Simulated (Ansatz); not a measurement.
Wanted: the native input for an Ansatz 0.2.0 run.

- Task: band structure
- Functional: PBE
- Potentials or basis: Ansatz PAW
- Cutoff: 420 eV (not typed: the program's choice for these potentials)
- k mesh: 9 × 9 × 9
- Occupations: fermi-dirac, width 0.05 eV
- Spin: no spin polarisation
- Path: [["G", "X", "W", "K", "G", "L", "U", "W", "L", "K"], ["U", "X"]]
- Points for each segment of the path: 14

ZnS:

```xyz
2
Lattice="0.0000 2.7020 2.7020 2.7020 0.0000 2.7020 2.7020 2.7020 0.0000" Properties=species:S:1:pos:R:3 pbc="T T T"
Zn    4.0530    4.0530    4.0530
S     0.0000    0.0000    0.0000
```

These files were run (other wordings do the same):

input.yaml

```yaml
crystal:
  lattice:
    - [0.0, 2.702, 2.702]
    - [2.702, 0.0, 2.702]
    - [2.702, 2.702, 0.0]
  atoms:
    - { symbol: Zn, position: [0.75, 0.75, 0.75] }
    - { symbol: S, position: [0.0, 0.0, 0.0] }
hamiltonian:
  xc: pbe
  pseudopotentials: { kind: paw }
kpoints:
  mp_grid: { grid: [9, 9, 9] }
  band_path:
    path:
      - [[0.0, 0.0, 0.0], [0.5, 0.0, 0.5], [0.5, 0.25, 0.75], [0.375, 0.375, 0.75], [0.0, 0.0, 0.0], [0.5, 0.5, 0.5], [0.625, 0.25, 0.625], [0.5, 0.25, 0.75], [0.5, 0.5, 0.5], [0.375, 0.375, 0.75]]
      - [[0.625, 0.25, 0.625], [0.5, 0.0, 0.5]]
    npoints: 14
scf:
  occupations: { method: fermi_dirac, width: 0.05 }
  n_extra_bands: 6
output:
  forces: true
  stress: true
  eigenvalues: true
  fatbands: false
  write_density: true
  write_potential: true
  elf: true
  volumetric_format: npy
```

Potentials or basis: Ansatz PAW.

Command:

```console
$ ansatz run input.yaml --threads 2 --pin off --max-ram 5632MiB --backend cpu --events-out ev --progress --plain --runs-dir out
```

It gave:

| Item | Value |
| --- | --- |
| Pressure | 1.6 GPa |
| Band gap on the k mesh | 2.11 eV, direct |
| Band gap along the path | 2.11 eV, direct |

Run time: 3.1 s on 2 threads of Arm Neoverse V1, with other jobs on the host, peak memory 0.33 GiB.
